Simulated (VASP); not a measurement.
# VASP 6.6.1 run: GaN

INCAR

```
LCHARG = .FALSE.
NSW = 0
ISIF = 2
ISMEAR = 0
METAGGA = R2SCAN
ENCUT = 520
IBRION = -1
ALGO = Normal
LWAVE = .FALSE.
PREC = High
LASPH = .TRUE.
LREAL = .FALSE.
NELM = 56
NBANDS = 16
EDIFF = 1E-7
SIGMA = 0.01
```

KPOINTS

```
KPOINTS created by Atomic Simulation Environment
0
Monkhorst-Pack
10 10 10
0 0 0
```

POSCAR

```
Ga N
 1.0000000000000000
     0.0000000000000000    2.1814839649000000    2.1814839649000000
     2.1814839649000000    0.0000000000000000    2.1814839649000000
     2.1814839649000000    2.1814839649000000    0.0000000000000000
 Ga  N
   1   1
Cartesian
  0.0000000000000000  0.0000000000000000  0.0000000000000000
  1.0907419824500000  1.0907419824500000  1.0907419824500000
```

The recommended PBE PAW datasets give the neutral cell 18 valence electrons.

Command

```
mpirun -np 1 vasp_std
```

OSZICAR

```
N       E                     dE             d eps       ncg     rms          rms(c)
DAV:   1     0.682268334429E+02    0.68227E+02   -0.95582E+03  4008   0.213E+03
DAV:   2    -0.214660449906E+02   -0.89693E+02   -0.83589E+02  4104   0.334E+02
DAV:   3    -0.267311070604E+02   -0.52651E+01   -0.52488E+01  4064   0.698E+01
DAV:   4    -0.267862518929E+02   -0.55145E-01   -0.55141E-01  4352   0.755E+00
DAV:   5    -0.267869616552E+02   -0.70976E-03   -0.70976E-03  4256   0.781E-01    0.758E+00
DAV:   6    -0.216744565345E+02    0.51125E+01   -0.35031E+00  5336   0.438E+01    0.257E+00
DAV:   7    -0.217436283174E+02   -0.69172E-01   -0.55307E-01  4048   0.745E+00    0.183E+00
DAV:   8    -0.217542487947E+02   -0.10620E-01   -0.31760E-02  4712   0.489E+00    0.289E-01
DAV:   9    -0.217532369022E+02    0.10119E-02   -0.10834E-02  5248   0.259E+00    0.124E-01
DAV:  10    -0.217533124803E+02   -0.75578E-04   -0.83033E-04  4064   0.266E-01    0.108E-01
DAV:  11    -0.217533366219E+02   -0.24142E-04   -0.33409E-04  4200   0.201E-01    0.778E-02
DAV:  12    -0.217533164475E+02    0.20174E-04   -0.42563E-05  4056   0.113E-01    0.348E-02
DAV:  13    -0.217533118625E+02    0.45850E-05   -0.40681E-06  4416   0.334E-02    0.179E-02
DAV:  14    -0.217533127693E+02   -0.90673E-06   -0.31635E-06  4840   0.331E-02    0.549E-03
DAV:  15    -0.217533127431E+02    0.26130E-07   -0.57483E-07  4760   0.854E-03
   1 F= -.21753313E+02 E0= -.21753313E+02  d E =-.980680E-73
```

Standard output (part)

```
POSCAR found type information on POSCAR GaN
 POSCAR found :  2 types and       2 ions
 LDA part: xc-table for (None), standard interpolation
 POSCAR, INCAR and KPOINTS ok, starting setup
 WAVECAR not read
 entering main loop
```

From OUTCAR

```
k-points           NKPTS =    110   k-points in BZ     NKDIM =    110   number of bands    NBANDS=     16

   NELECT =      18.0000    total number of electrons

   dimension x,y,z NGX =    24 NGY =   24 NGZ =   24
   dimension x,y,z NGXF=    36 NGYF=   36 NGZF=   36

  energy-cutoff  :      520.00
  volume of cell :       20.76
      direct lattice vectors                 reciprocal lattice vectors
     0.000000000  2.181483965  2.181483965    -0.229201776  0.229201776  0.229201776
     2.181483965  0.000000000  2.181483965     0.229201776 -0.229201776  0.229201776
     2.181483965  2.181483965  0.000000000     0.229201776  0.229201776 -0.229201776

 k-points in reciprocal lattice and weights: KPOINTS created by Atomic Simulation Env
   0.05000000  0.05000000  0.05000000       0.002
   0.15000000  0.05000000  0.05000000       0.006
   0.25000000  0.05000000  0.05000000       0.006
   0.35000000  0.05000000  0.05000000       0.006
   0.45000000  0.05000000  0.05000000       0.006
  -0.45000000  0.05000000  0.05000000       0.006
  -0.35000000  0.05000000  0.05000000       0.006
  -0.25000000  0.05000000  0.05000000       0.006
   ...

 E-fermi :   6.2281

 k-point     1 :       0.0500    0.0500    0.0500
  band No.  band energies     occupation
      1     -11.4571      2.00000
      2      -7.8094      2.00000
      3      -7.8094      2.00000
      4      -7.8061      2.00000
      5      -7.3444      2.00000
      6      -7.3444      2.00000
      7       5.8130      2.00000
      8       6.1026      2.00000
      9       6.1026      2.00000
     10       9.1549      0.00000
     11      17.6379      0.00000
     12      17.8352      0.00000
     13      17.8352      0.00000
     14      25.9025      0.00000
     15      25.9779      0.00000
     16      25.9780      0.00000

 k-point     2 :       0.1500    0.0500    0.0500
  band No.  band energies     occupation
      1     -11.2855      2.00000
      2      -7.7888      2.00000
      3      -7.7805      2.00000
      4      -7.7570      2.00000
      5      -7.3530      2.00000
      6      -7.3394      2.00000
      7       4.6661      2.00000
      8       5.7444      2.00000
      9       6.0350      2.00000
     10      10.0409      0.00000
     11      17.0479      0.00000
     12      18.0413      0.00000
     13      18.0760      0.00000
     14      24.1731      0.00000
     15      24.5493      0.00000
     16      26.4381      0.00000

 k-point     3 :       0.2500    0.0500    0.0500
  band No.  band energies     occupation
      1     -10.9201      2.00000
      2      -7.7437      2.00000
      3      -7.7351      2.00000
      4      -7.5774      2.00000
      5      -7.3555      2.00000
      6      -7.3269      2.00000
      7       2.6994      2.00000
      8       5.3421      2.00000
      9       5.7560      2.00000
     10      11.1486      0.00000
     11      16.3350      0.00000
     12      18.1495      0.00000
     13      18.2897      0.00000
     14      23.5448      0.00000
     15      23.9623      0.00000
     16      25.5966      0.00000

 ...

  Total        3.0489484      3.0489484      3.0489484      0.0000000      0.0000000      0.0000000
  in kB      235.2743556    235.2743556    235.2743556      0.0000000      0.0000000      0.0000000
  external PRESSURE =     235.2743556 kB  Pullay stress =       0.0000000 kB

 POSITION                                       TOTAL-FORCE (eV/Angst)
 -----------------------------------------------------------------------------------
      0.00000      0.00000      0.00000        -0.000000     -0.000000     -0.000000
      1.09074      1.09074      1.09074         0.000000      0.000000      0.000000
 -----------------------------------------------------------------------------------
    total drift:                               -0.000071     -0.000071     -0.000072

  FREE ENERGIE OF THE ION-ELECTRON SYSTEM (eV)
  ---------------------------------------------------
  free  energy   TOTEN  =       -21.7533127431 eV

  energy  without entropy=      -21.7533127431  energy(sigma->0) =      -21.75331274
```

It converged. Results: gap between bands v and c on the k mesh 3.05 eV; least direct gap on the k mesh 3.05 eV; pressure 23.5 GPa. Band v is the last that the valence electrons fill when counted band by band, and c is the next.

The shifted mesh misses Γ, so a band edge there is missed.

For comparison, a separate r²SCAN run of the intended cell, on usual settings and not on those above, gives a gap of 2.77 eV on its mesh and a pressure of 23.3 GPa.

The run above took about 75 s on one core of a shared host (Intel Xeon Platinum 8488C) and held 0.15 GiB at most.
